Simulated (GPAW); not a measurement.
Ir:

```
Ir
1.0
     0.00000    1.91560    1.91560
     1.91560    0.00000    1.91560
     1.91560    1.91560    0.00000
Ir
1
Direct
  0.00000 0.00000 0.00000
```

| Item | Value |
| --- | --- |
| Program | GPAW 26.7.0 |
| Task | relaxation of cell and atoms |
| Functional | PBEsol |
| Dispersion | D3(BJ)+ATM |
| Potentials or basis | PAW data sets generated in the run's folder for this functional |
| Cutoff | 600 eV |
| Basis | pw |
| k mesh | 12 × 12 × 12 |
| Occupations | fermi-dirac, width 0.05 eV |
| Spin | no spin polarisation |

At the start: pressure -7.9 GPa; volume 14.06 Å³/atom.

Problem. How do energy, volume and symmetry change on relaxing?

Solution. Over 3 steps the energy falls by 7.0 meV/atom and the volume is 13.78 Å³/atom (-2.0 %); space group Fm-3m (No. 225, to 0.05 Å).

Step by step:
| step | energy change (eV) | largest force (eV/Å) | pressure (GPa) | volume (Å³) |
| --- | --- | --- | --- | --- |
| 1 | 0.0000 | 0.0000 | -7.93 | 14.06 |
| 2 | -0.0053 | 0.0000 | 3.92 | 13.65 |
| 3 | -0.0070 | 0.0000 | -0.12 | 13.78 |

Final structure:
```
CELL_PARAMETERS angstrom
0.00000 1.90279 1.90279
1.90279 0.00000 1.90279
1.90279 1.90279 0.00000
ATOMIC_POSITIONS crystal
Ir 0.00000 0.00000 0.00000
```

Caveat: later steps reuse the first step's grids; pairwise dispersion overbinds metals, which lowers pressure and volume.
